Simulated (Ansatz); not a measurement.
# ZrB2 (P6/mmm) in Ansatz: notebook

The runs below take ZrB2 through relaxation of cell and atoms, single point, with BPBE+D3(BJ), r2SCAN+D3(BJ).

Everything below comes from runs of Ansatz 0.2.0. Logs are shortened: lines on timing, memory, paths and dates and some standing lists are left out, and cuts for length are marked.

## (1) The structure

The structure is hexagonal, space group P6/mmm (No. 191). Conventional cell: a = 3.170 Å, b = 3.170 Å, c = 3.533 Å, α = 90.00°, β = 90.00°, γ = 120.00°. Zr (site symmetry 6/mmm) is surrounded by 12 B at 2.54 Å. B (site symmetry -6m2) has 3 B at 1.83 Å as nearest neighbours.

## (2) Relaxation of cell and atoms, BPBE+D3(BJ), spin-orbit coupling, no magnetisation

Input file input.yaml:

```yaml
crystal:
  lattice:
    - [3.17, 0.0, 0.0]
    - [-1.585, 2.74530053, 0.0]
    - [0.0, 0.0, 3.533]
  atoms:
    - { symbol: Zr, position: [0.0, 0.0, 0.0] }
    - { symbol: B, position: [0.6666666667, 0.3333333333, 0.5] }
    - { symbol: B, position: [0.3333333333, 0.6666666667, 0.5] }
hamiltonian:
  xc: { exchange: b88, correlation: pbe }
  pseudopotentials: { kind: nc_fr }
  dispersion: d3bj
magnetization:
  noncollinear: true
  spin_orbit: true
kpoints:
  mp_grid: { grid: [10, 10, 8] }
scf:
  occupations: { method: fermi_dirac, width: 0.15 }
output:
  forces: true
  stress: true
relax:
  f_tol: 0.01
  max_steps: 40
  cell: { stress_tol: 0.05 }
```

Potentials or basis: PseudoDojo standard (PBE files).

Launch:

```
$ ansatz run input.yaml --threads 2 --pin off --max-ram 5120MiB --backend cpu --events-out ev --progress --plain --runs-dir out
```

Output:

```text
Warning: the engine holds no damping parameters fitted to this dispersion correction and functional, so the run takes those fitted to blyp (hamiltonian.dispersion, under Limitations)
Warning: RAYON_NUM_THREADS=2 ignored (pool sized by the plan → 2); use --threads N
Engine: ansatz 0.2.0, aarch64-unknown-linux-gnu
Pseudopotentials: kind: nc_fr
Pseudopotential: Zr, nc_fr, valence charge 12, recommended cutoff 897.975746 eV (normal), Zr.nc_fr.azcp (PseudoDojo's, or run here from an input of PseudoDojo's: the run reads no file of this project's for it)
Pseudopotential: B, nc_fr, valence charge 3, recommended cutoff 1034.032677 eV (normal), B.nc_fr.azcp (PseudoDojo's, or run here from an input of PseudoDojo's: the run reads no file of this project's for it)
Functional definition: unnamed
  exchange = b88_x
  correlation = pbe_c
non-collinear run that drives no moment, with spin-orbit: no starting moment large enough to seed its density (crystal.atoms[].spin), no starting occupations that ask for one, no magnetisation constraint and no magnetic field, so the semilocal B_xc is pinned to zero
Crystal: 3 atoms, lattice volume = 30.746 Å³
Basis set: ecut = 1034.032677 eV, 2329 PW (Γ), exchange–correlation on 72×72×80 points (8 copies of the dense FFT grid, shifted against one another)
Bands: 26, of which v1, the nominal top of the filled ones, is band 18 counted from 1 (17 counted from 0)
Symmetry: 24 space group operations + 24 with time reversal
Magnetic group: BNS 191.234 (UNI 1464), of the structure as read, at distance tolerance 3.1e-5 Å
k-points: 70 of 800
Projection manifold: j_resolved (fully-relativistic pseudo-atomic orbitals)
Non-local potential: Zr, projectors of the file, l = 0: 2, l = 1: 4, l = 2: 4
Non-local potential: B, projectors of the file, l = 0: 2, l = 1: 4
Initial density: superposition of atomic densities (chi_scale 0.1, normalization cell, long waves kept (reshape's long-wave potential 0.00 eV rms))
Initial wavefunctions: pseudopotential atomic-orbital guess
Functional: x = b88, c = pbe(β = 0.06672455060314922)
SCF iter   1: F=—  HF=-1544.880781 eV  |F-HF|=—  |Δ(HF+E_count)|=         —  Δρ=5.71e-2  dr2=1.87e0  dr2_m=0.00e0 (ungated)  ethr=3.10e-3  |M|=0.00e0 ∫|m|=0.00e0 μB  |m|>n=0.0e0 m-floor=0.0e0 τ_xc=0.0e0  β_m=0.30  ⟨swp⟩=6.3  Hψ=5204  notcnv=0
preconditioner: auto → none  [metal: Δε(μ)=0.101 eV  Ē_g=9.457 eV  σ=0.150 eV  W_gap=0.16  n_scr=8 (ndim 8)  ℏωp=21.2 eV  f_vac=0.000  D(μ)=0.35/eV (n_scr^D=0)  sad-step TF]
SCF iter   2: F=—  HF=-1544.583052 eV  |F-HF|=—  |Δ(HF+E_count)|=   2.98e-1  Δρ=4.01e-2  dr2=9.05e-1  dr2_m=0.00e0 (ungated)  ethr=3.10e-3  |M|=0.00e0 ∫|m|=0.00e0 μB  |m|>n=0.0e0 m-floor=0.0e0 τ_xc=0.0e0  β_m=0.65  ⟨swp⟩=2.7  Hψ=1465  notcnv=0  defer=32
SCF iter   3: F=—  HF=-1544.321304 eV  |F-HF|=—  |Δ(HF+E_count)|=   2.62e-1  Δρ=3.30e-3  dr2=1.26e-3  dr2_m=0.00e0 (ungated)  ethr=3.10e-3  |M|=0.00e0 ∫|m|=0.00e0 μB  |m|>n=0.0e0 m-floor=0.0e0 τ_xc=0.0e0  β_m=0.73  ⟨swp⟩=3.4  Hψ=1775  notcnv=0  defer=34
SCF iter   4: F=—  HF=-1544.321626 eV  |F-HF|=—  |Δ(HF+E_count)|=   3.22e-4  Δρ=7.01e-4  dr2=6.53e-5  dr2_m=0.00e0 (ungated)  ethr=7.00e-6  |M|=0.00e0 ∫|m|=0.00e0 μB  |m|>n=0.0e0 m-floor=0.0e0 τ_xc=0.0e0  β_m=0.78  ⟨swp⟩=2.1  Hψ=1840  notcnv=0  defer=26
SCF iter   5: F=—  HF=-1544.321600 eV  |F-HF|=—  |Δ(HF+E_count)|=   2.59e-5  Δρ=1.36e-4  dr2=4.27e-6  dr2_m=0.00e0 (ungated)  ethr=3.63e-7  |M|=0.00e0 ∫|m|=0.00e0 μB  |m|>n=0.0e0 m-floor=0.0e0 τ_xc=0.0e0  β_m=0.75  ⟨swp⟩=2.0  Hψ=1542  notcnv=0  defer=26
SCF iter   6: F=—  HF=-1544.321599 eV  |F-HF|=—  |Δ(HF+E_count)|=   7.28e-7  Δρ=1.80e-5  dr2=1.11e-7  dr2_m=0.00e0 (ungated)  ethr=2.37e-8  |M|=0.00e0 ∫|m|=0.00e0 μB  |m|>n=0.0e0 m-floor=0.0e0 τ_xc=0.0e0  β_m=0.78  ⟨swp⟩=2.0  Hψ=1503  notcnv=0  defer=26
SCF iter   7: F=-1544.321599 eV  HF=-1544.321599 eV  |F-HF|=1.91e-10  |Δ(HF+E_count)|=   2.62e-8  Δρ=3.07e-6  dr2=6.65e-10  dr2_m=0.00e0 (ungated)  ethr=5.56e-10  |M|=0.00e0 ∫|m|=0.00e0 μB  |m|>n=0.0e0 m-floor=0.0e0 τ_xc=0.0e0  ⟨swp⟩=4.9  Hψ=3246  notcnv=0
SCF 1 converged in 7 iterations: F = -1544.321599 eV  dr2 = 6.65e-10
relax step   1: F+E_penalty+E_count = -1544.32159922 eV  Δ(F+E_penalty+E_count) = +0.000e0 eV  max|allowed force component| = 1.850e-17 eV/Å  Δτ_max = 0.0000 Å  P = -13.065 GPa  Ω = 30.746 Å³  (7 SCF iters, dr2 threshold 1.00e-7 eV, accepted)
[... 57 lines left out ...]
relax step   6: F+E_penalty+E_count = -1544.39168299 eV  Δ(F+E_penalty+E_count) = +4.116e-4 eV  max|allowed force component| = 3.732e-16 eV/Å  Δτ_max = 0.0000 Å  P = -0.019 GPa  Ω = 29.115 Å³  stress off target by 2.02e-2 GPa  SCF on the basis re-selected at this cell (its energy is not comparable with the rows above)  (5 SCF iters)
basis re-selected at this cell: Δ(F+E_penalty+E_count) = +4.116e-4 eV, ΔP = -0.021 GPa vs the last step (what re-selecting the basis moved, of the pressure what is left beyond the Pulay correction that the steps carried, after the strain that the cell walked since its last selection, with what the two solves' SCF thresholds leave and, on support functions, any second-order correction that the steps lacked; it is no measure of the basis error at this ecutwfc). This SCF's stress stands 2.02e-2 GPa from its target on what of the cell is left free (relax.cell.stress_tol is 5.00e-2 GPa) and its largest allowed force component is 3.73e-16 eV/Å (relax.f_tol is 1.00e-2 eV/Å): within both
SCF converged after 5 iterations
Magnetization: |M| = 0.0000 μB,  M = (+0.0000, +0.0000, +0.0000) μB
Absolute magnetization: 0.0000 μB (∫|m|)
  site 0: m = (+0.0000, +0.0000, +0.0000) μB, |m| = 0.0000 μB  (R = 1.03 Å)
  site 1: m = (+0.0000, +0.0000, +0.0000) μB, |m| = 0.0000 μB  (R = 0.74 Å)
  site 2: m = (+0.0000, +0.0000, +0.0000) μB, |m| = 0.0000 μB  (R = 0.74 Å)
Free energy (F): -1544.391683 eV
Harris-Foulkes:  -1544.391683 eV  (|F-HF|=1.55e-11)
Internal energy: -1544.369275 eV  (E = F + TS)
E sigma→0 (E₀):  -1544.380479 eV
Entropy (-TS):   -0.022408 eV (-7.469 meV/atom)
Fermi energy:    16.701219 eV
--- Per-component energies (eV) ---
  E_band       = -7.813095
  E_kinetic    = 511.866481
  E_local      = -678.215813  (includes V_loc(G=0)·N_el)
  E_nonlocal   = 146.443597
  E_hartree    = 161.649112
  E_xc         = -345.026384
  E_vxc        = -311.205677  (∫ρ·V_xc dr)
  E_ewald      = -1338.251629
  E_disp       = -2.834639  (pairwise vdW)
  E_smearing   = -0.022408  (= −TS)
  E_closure    = -0.000000  (closes the sum)
  Σ components = -1544.391683   (vs F -1544.391683, Δ=0.00e0)
--- Forces (eV/Å), atoms counted from 1 ---
  atom   1  Zr     0.00000000     0.00000000     0.00000000
  atom   2  B      0.00000000     0.00000000     0.00000000
  atom   3  B      0.00000000    -0.00000000     0.00000000
  max |Σ_I F_I| component: 7.40e-17 eV/Å
--- Stress (GPa, compression-positive) ---
       -0.020236      -0.000000       0.000000
       -0.000000      -0.020236       0.000000
        0.000000       0.000000      -0.015320
  P = ⅓ Tr σ = -0.0186 GPa (-0.186 kbar)
--- Relaxed structure (5 steps of the walk, 5 accepted, 1 SCFs on fresh bases) ---
  F+E_penalty+E_count = -1544.39168299 eV   max|allowed force component| = 3.732e-16 eV/Å   (the final SCF, on the basis selected at the relaxed cell)
  cell:  # Å, volume = 29.1149 Å³
    - [3.1093833011130236, 0.0, 0.0]
    - [-1.5546916505565118, 2.6928049288669973, 0.0]
    - [0.0, 0.0, 3.4772474928275603]
  atoms:
    - { symbol: Zr, position: [2.1735339793338272e-35, 1.8999960875146608e-35, 0.0] }
    - { symbol: B, position: [0.6666666666666666, 0.33333333333333326, 0.4999999999999999] }
    - { symbol: B, position: [0.33333333333333326, 0.6666666666666665, 0.4999999999999999] }
```

Wall time 56 s (2 threads of Arm Neoverse V1, shared host); peak memory 0.58 GiB.

What came out:

```yaml
Free_energy: -1544.3917 eV
Relaxed_volume: 9.70 Å³/atom
Relaxed_cell: a = 3.109 Å, b = 3.109 Å, c = 3.477 Å, α = 90.00°, β = 90.00°, γ = 120.00°
Space_group_after_relaxing_to_0.05_Å: P6/mmm (No. 191)
Energy_gained_by_relaxing: 23.4 meV/atom
Ionic_steps: 6
Pressure_after_relaxing: 0.0 GPa
```

Step by step:
```tsv
step	energy change (eV)	largest force (eV/Å)	volume (Å³)
1	0.0000	0.0000	30.75
2	-0.0485	0.0000	28.47
3	-0.0692	0.0000	29.13
4	-0.0705	0.0000	29.14
5	-0.0705	0.0000	29.11
6	-0.0701	0.0000	29.11
```

Final structure:
```yaml
crystal:
  lattice:
    - [3.10938, 0.00000, 0.00000]
    - [-1.55469, 2.69280, 0.00000]
    - [0.00000, 0.00000, 3.47725]
  atoms:
    - { symbol: Zr, position: [0.00000, 0.00000, 0.00000] }
    - { symbol: B, position: [0.66667, 0.33333, 0.50000] }
    - { symbol: B, position: [0.33333, 0.66667, 0.50000] }
```

Caveat: the potentials were made for another functional, which shifts forces and pressure; the plane-wave basis is chosen anew once the cell has moved, so the energies of steps on either side of that aren't comparable; the dispersion damping was fitted for another functional or another form of the correction.

## (3) Single point, r2SCAN+D3(BJ), spin-orbit coupling, no magnetisation (volume scaled by 1.08)

Input file input.yaml:

```yaml
crystal:
  lattice:
    - [3.2523742506, 0.0, 0.0]
    - [-1.6261871253, 2.8166387236, 0.0]
    - [0.0, 0.0, 3.6248070118]
  atoms:
    - { symbol: Zr, position: [0.0, 0.0, 0.0] }
    - { symbol: B, position: [0.6666666667, 0.3333333333, 0.5] }
    - { symbol: B, position: [0.3333333333, 0.6666666667, 0.5] }
hamiltonian:
  xc: r2scan
  pseudopotentials: { kind: paw_fr }
  dispersion: d3bj
magnetization:
  noncollinear: true
  spin_orbit: true
kpoints:
  mp_grid: { grid: [10, 10, 8] }
scf:
  occupations: { method: fermi_dirac, width: 0.15 }
output:
  forces: true
  stress: true
  eigenvalues: true
  write_density: true
  write_potential: true
  elf: true
  volumetric_format: npy
```

Potentials or basis: Ansatz PAW.

Launch:

```
$ ansatz run input.yaml --threads 2 --pin off --max-ram 5120MiB --backend cpu --events-out ev --progress --plain --runs-dir out
```

Output:

```text
Warning: the engine holds no damping parameters fitted to this dispersion correction and functional, so the run takes those fitted to r2scan beside the three-body term, which d3bj leaves out (hamiltonian.dispersion, under Limitations)
Warning: RAYON_NUM_THREADS=2 ignored (pool sized by the plan → 2); use --threads N
[... 1 set-up line as earlier in the session ...]
Pseudopotentials: kind: paw_fr
Pseudopotential: Zr, paw_fr, valence charge 12, recommended cutoff 500 eV (meta_gga), Zr.paw.azcp#standard-fr
Pseudopotential: B, paw_fr, valence charge 3, recommended cutoff 500 eV (meta_gga), B.paw.azcp#standard-fr
Functional definition: r2SCAN
  parameter k0 = 0.174
  parameter k1 = 0.065
  parameter a1 = 4.9479
  exchange = r2scan_x(k0 = k0, k1 = k1, a1 = a1)
  correlation = r2scan_c
non-collinear run that drives no moment, with spin-orbit: no starting moment large enough to seed its density (crystal.atoms[].spin), no starting occupations that ask for one, no magnetisation constraint and no magnetic field, so the semilocal B_xc is pinned to zero
Crystal: 3 atoms, lattice volume = 33.206 Å³
Basis set: ecut = 500 eV, 823 PW (Γ), exchange–correlation on 96×96×108 points (64 copies of the dense FFT grid, shifted against one another)
Bands: 26, of which v1, the nominal top of the filled ones, is band 18 counted from 1 (17 counted from 0)
[... 1 set-up line as earlier in the session ...]
Magnetic group: BNS 191.234 (UNI 1464), of the structure as read, at distance tolerance 3.2e-5 Å
k-points: 70 of 800
[... 36 lines left out ...]
  E_local      = -592.231440  (includes V_loc(G=0)·N_el)
  E_nonlocal   = 99.239472
  E_hartree    = 185.048099
  E_xc         = -218.888065
  E_vxc        = -293.858681  (∫ρ·V_xc dr)
  E_paw        = -3125.289385  (= ΣΔE_a)
  E_vpaw       = -85.791548  (= ΣTr[D̂ρ^β])
  E_aug_tail   = 0.000007  (compensation charges beyond the density's cutoff)
  E_vtau       = 16.128276  (kinetic-family band-sum trace: ∫τ·v_τ [+ j·A + Jᵃ·Aᵃ] dr)
  E_ewald      = -1280.899713
  E_disp       = -0.510108  (pairwise vdW)
  E_core_change = -0.201864  (= ΣΔE_core)
  E_smearing   = -0.024676  (= −TS)
  E_closure    = 0.000000  (closes the sum)
  Σ components = -4506.694359   (vs F -4506.694359, Δ=0.00e0)
--- Forces (eV/Å), atoms counted from 1 ---
  atom   1  Zr     0.00000000     0.00000000     0.00000000
  atom   2  B      0.00000000     0.00000000     0.00000000
  atom   3  B      0.00000000    -0.00000000     0.00000000
  max |Σ_I F_I| component: 5.55e-17 eV/Å
--- Stress (GPa, compression-positive) ---
      -19.185901       0.000000       0.000000
        0.000000     -19.185901       0.000000
        0.000000       0.000000     -15.673040
  P = ⅓ Tr σ = -18.0149 GPa (-180.149 kbar)
--- Band table (eV; the first three rows and the last of 70) ---
  k-point 0: bands = ["-35.9707", "-35.9707", "-14.3449", "-14.3449", "-12.6923", "-12.6923", "-12.3957", "-12.3957", "1.4366", "1.4366", "12.0467", "12.0467", "12.0693", "12.0693", "12.0735", "12.0735", "12.1866", "12.1866", "17.9133", "17.9133", "17.9795", "17.9795", "18.6899", "18.6899", "18.7791", "18.7791"]
  k-point 1: bands = ["-35.9686", "-35.9686", "-14.3607", "-14.3607", "-12.7160", "-12.7160", "-12.3926", "-12.3926", "1.6416", "1.6416", "10.6841", "10.6841", "12.1909", "12.1909", "12.2169", "12.2169", "13.4953", "13.4953", "17.0128", "17.0128", "17.0686", "17.0686", "18.2465", "18.2465", "18.3349", "18.3349"]
  k-point 2: bands = ["-35.9637", "-35.9637", "-14.4005", "-14.4005", "-12.7697", "-12.7697", "-12.3851", "-12.3851", "2.1924", "2.1924", "9.2457", "9.2457", "12.6097", "12.6097", "12.6328", "12.6328", "14.7999", "14.7999", "15.9384", "15.9384", "15.9818", "15.9818", "17.2084", "17.2084", "17.2918", "17.2918"]
  k-point 69: bands = ["-35.8586", "-35.8586", "-14.6198", "-14.6198", "-12.9635", "-12.9635", "-12.8704", "-12.8704", "5.1463", "5.1463", "6.1557", "6.1557", "9.5704", "9.5704", "11.6889", "11.6889", "11.7922", "11.7922", "18.5019", "18.5019", "19.9745", "19.9745", "20.4201", "20.4201", "20.5103", "20.5103"]
```

rho_z.tsv:

```text
# z_ang	rho[e/angstrom^3]	m_x[e/angstrom^3]	m_y[e/angstrom^3]	m_z[e/angstrom^3]	m_norm[e/angstrom^3]
# format = ansatz-planar-average/11
# lattice	3.252374251	0.000000000	0.000000000
# lattice	-1.626187125	2.816638724	0.000000000
# lattice	0.000000000	0.000000000	3.624807012
# sites	3
# site	40	0.000000000	0.000000000	0.000000000
# site	5	1.626187125	0.938879575	1.812403506
# site	5	0.000000000	1.877759149	1.812403506
0.000000	9.436851e-1	0.000000e0	0.000000e0	0.000000e0	0.000000e0
0.134252	9.283598e-1	0.000000e0	0.000000e0	0.000000e0	0.000000e0
0.268504	8.712030e-1	0.000000e0	0.000000e0	0.000000e0	0.000000e0
0.402756	7.595423e-1	0.000000e0	0.000000e0	0.000000e0	0.000000e0
0.537008	6.109989e-1	0.000000e0	0.000000e0	0.000000e0	0.000000e0
0.671261	4.699710e-1	0.000000e0	0.000000e0	0.000000e0	0.000000e0
[... 19 lines left out ...]
3.356303	8.712030e-1	0.000000e0	0.000000e0	0.000000e0	0.000000e0
3.490555	9.283598e-1	0.000000e0	0.000000e0	0.000000e0	0.000000e0
```

Wall time 19 s (2 threads of Arm Neoverse V1, shared host); peak memory 0.56 GiB.

Results:

| Quantity | Value |
| --- | --- |
| Free energy | -4506.6944 eV |
| Pressure | -18.0 GPa |
| Band gap on the k mesh | none (metal or under the smearing width) |

Caveat: pairwise dispersion overbinds metals, which lowers pressure and volume; the PAW data sets come from PBE, with cores solved anew for the run's functional, which leaves a small shift of forces and pressure; the dispersion damping was fitted for another functional or another form of the correction.
